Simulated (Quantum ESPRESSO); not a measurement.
Crystal: ZrC.

```
CELL_PARAMETERS angstrom
0.00000 2.36500 2.36500
2.36500 0.00000 2.36500
2.36500 2.36500 0.00000
ATOMIC_POSITIONS crystal
Zr 0.50000 0.50000 0.50000
C 0.00000 0.00000 0.00000
```

Base run:

- Program: Quantum ESPRESSO 7.5
- Functional: PBEsol
- Potentials or basis: GBRV 1.5 PBEsol
- Cutoff: 612 eV
- Density cutoff: 4898 eV
- k mesh: 10 × 10 × 10
- Occupations: fermi-dirac, width 0.05 eV
- Spin: no spin polarisation
- Hubbard terms: Zr d U = 2 eV

Its results: band gap on the k mesh none (metal or under the smearing width); pressure -5.7 GPa.

**Question.** The run is repeated on the same cell with these changes: hubbard terms from Zr d U = 2 eV to none. What comes out?

**Answer.** Band gap on the k mesh none (metal or under the smearing width); pressure -8.6 GPa.

Caveats: U without spin polarisation on a metal has little footing (some runs); the U is typed as a test and isn't derived for this compound (some runs).
